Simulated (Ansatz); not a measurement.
## Tl in Ansatz: convergence with k mesh

Tl:

```
Tl
1.0
    -1.95600    1.95600    1.95600
     1.95600   -1.95600    1.95600
     1.95600    1.95600   -1.95600
Tl
1
Direct
  0.00000 0.00000 0.00000
```

This isn't the form of Tl at room conditions, which is hcp.

- Program: Ansatz 0.2.0
- Task: convergence study
- Functional: PBE
- Potentials or basis: all-electron LAPW, scalar-relativistic
- Cutoff: 170 eV (chosen from the basis error)
- Basis error allowed: 0.001 eV/atom
- k mesh: 2 × 2 × 2
- Occupations: fermi-dirac, width 0.05 eV
- Spin: no spin polarisation

These are the settings of the first run; the series varies k mesh, with any setting tied to it.

Hardware: 1 thread of Intel(R) Xeon(R) Platinum 8488C (Sapphire Rapids), with other jobs on the host.

The values tried are 2 × 2 × 2, 4 × 4 × 4, 5 × 5 × 5, 6 × 6 × 6, 8 × 8 × 8, 10 × 10 × 10, 12 × 12 × 12, 14 × 14 × 14, loosest first. From which on does the pressure stay within 0.1 GPa of the tightest run that finished?

From 10 × 10 × 10 on.

| k mesh | energy less the tightest run, at zero smearing (meV/atom) | pressure (GPa) | SCF cycles | CPU time (s) | peak memory (GiB) |
| --- | --- | --- | --- | --- | --- |
| 2 × 2 × 2 | -370.51 | -2.73 | 7 | 1 | 0.25 |
| 4 × 4 × 4 | 85.68 | 2.58 | 7 | 1.6 | 0.26 |
| 5 × 5 × 5 | 42.96 | 2.29 | 6 | 1.7 | 0.26 |
| 6 × 6 × 6 | 13.09 | 1.53 | 6 | 2.1 | 0.27 |
| 8 × 8 × 8 | 21.58 | 1.70 | 6 | 3.3 | 0.28 |
| 10 × 10 × 10 | -6.71 | 1.37 | 6 | 4 | 0.28 |
| 12 × 12 × 12 | 6.73 | 1.41 | 8 | 6.1 | 0.31 |
| 14 × 14 × 14 | 0.00 | 1.39 | 8 | 9.1 | 0.33 |

Not settled before the last step: the energy (to 1 meV/atom). Meshes of other sizes hit other points, so gaps and Fermi surfaces needn't settle smoothly. The tightest run that finished is the yardstick and may itself not be fully converged.

Spin-orbit coupling is left out, which matters for the levels of Tl.
